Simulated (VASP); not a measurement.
A run of VASP 6.6.1 is set up as follows.

Contents of INCAR:

```
SYSTEM = Y
PREC     = Accurate       ! precision mode
ENCUT    = 520            ! plane-wave cutoff, eV
EDIFF    = 1E-8           ! SCF threshold, eV
ISMEAR   = -1             ! smearing method
SIGMA    = 0.03           ! smearing width, eV
LREAL    = .False.        ! projectors in reciprocal space
LASPH    = .True.         ! aspherical terms in the spheres
NELM     = 100            ! most SCF steps
ALGO     = Normal         ! electronic algorithm
ISIF     = 2              ! what is computed and relaxed
LWAVE    = .False.        ! write WAVECAR
LCHARG   = .False.        ! write CHGCAR
GGA      = PS             ! functional
LEFG     = .True.       
NBANDS   = 12             ! bands
```

Contents of KPOINTS:

```
regular mesh
0
Gamma
  14 14 14
  0 0 0
```

The input POSCAR:

```
Y
1.0
    0.0000000000      2.4850000000      2.4850000000
    2.4850000000      0.0000000000      2.4850000000
    2.4850000000      2.4850000000      0.0000000000
Y
1
Direct
    0.0000000000      0.0000000000      0.0000000000
```

Potentials or basis: VASP PAW PBE potentials, release 64 (Y_sv).

Run with:

```sh
$ cat potpaw_PBE.64/Y_sv/POTCAR > POTCAR
$ mpirun -np 1 vasp_std > vasp.out
```

Task: Predict the band gap on the k mesh.

Result: None (metal or under the smearing width).

Task: What does it give for the pressure?

Result: 0.0 GPa.

Electric field gradients, principal values (V/Å²):
```tsv
atom	Vxx	Vyy	Vzz
1 Y	0.000	0.000	0.000
```

Caveat: the PAW data sets were made with another functional, which shifts forces and pressure a little.
